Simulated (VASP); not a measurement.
```yaml
crystal:
  lattice:
    - [2.69000, 0.00000, 0.00000]
    - [0.00000, 2.69000, 0.00000]
    - [0.00000, 0.00000, 3.70000]
  atoms:
    - { symbol: Co, position: [0.00000, 0.00000, 0.00000], spin: 2.0 }
    - { symbol: Pt, position: [0.50000, 0.50000, 0.50000] }
```

Level of theory: PBE GGA, VASP's PBE PAW potentials (set 64) (plane waves; VASP). Run with 400 eV cut-off, 10×10×8 Γ-centred mesh, first-order Methfessel-Paxton smearing of 0.10 eV, potentials Co Pt.

Task: Give the stress tensor in GPa (positive for a compressed cell).

Result: 
```
1.07  0.00  0.00
0.00  1.07  0.00
0.00  0.00  1.92
```
The pressure is its mean diagonal, 1.35 GPa.

The compound is CoPt in the L1_0 structure. The cell was not relaxed at this level.
